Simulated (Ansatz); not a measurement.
TiSi2 in Ansatz: the effect of Hubbard term

TiSi2:

```
CELL_PARAMETERS angstrom
1.76511 -6.75928 0.00000
1.76511 6.75928 0.00000
0.00000 0.00000 3.56517
ATOMIC_POSITIONS crystal
Ti 0.10312 0.89688 0.25000
Ti 0.89688 0.10312 0.75000
Si 0.75031 0.24969 0.25000
Si 0.24969 0.75031 0.75000
Si 0.44175 0.55825 0.25000
Si 0.55825 0.44175 0.75000
```

The cell comes from a database or a generator and needn't be the stable form of this composition.

Alike in all runs:

| Item | Value |
| --- | --- |
| Program | Ansatz 0.2.0 |
| Task | band structure |
| Functional | r2SCAN |
| Potentials or basis | Ansatz PAW |
| Cutoff | 500 eV (not typed: the program's choice for these potentials) |
| k mesh | 8 × 8 × 8 |
| Occupations | fermi-dirac, width 0.05 eV |
| Spin | no spin polarisation |
| Path | [["G", "X", "S", "R", "A", "Z", "G", "Y", "X1", "A1", "T", "Y"], ["Z", "T"]] |
| Points for each segment of the path | 14 |
| Hubbard projectors | ortho-atomic (the default) |
| Double counting | fll (the default) |

Problem. One run gave: pressure 3.5 GPa; largest force 0.12 eV/Å. Which Hubbard term did it use?
A. none
B. Ti d U = 4 eV
C. Ti d U = 1 eV
D. Ti d U = 8 eV
E. Ti d U = 5 eV

Solution. B.

| Hubbard term | pressure (GPa) | largest force (eV/Å) |
| --- | --- | --- |
| none | -0.2 | 0.02 |
| Ti d U = 1 eV | 0.7 | 0.03 |
| Ti d U = 2 eV | 1.5 | 0.05 |
| Ti d U = 3 eV | 2.5 | 0.08 |
| Ti d U = 4 eV | 3.5 | 0.12 |
| Ti d U = 5 eV | 4.7 | 0.18 |
| Ti d U = 6 eV | 6.5 | 0.31 |
| Ti d U = 8 eV | 11.1 | 0.47 |

Caveats: the PAW data sets come from PBE, with cores solved anew for the run's functional, which leaves a small shift of forces and pressure; U without spin polarisation on a metal has little footing (some runs); the U is typed as a test and isn't derived for this compound (some runs).
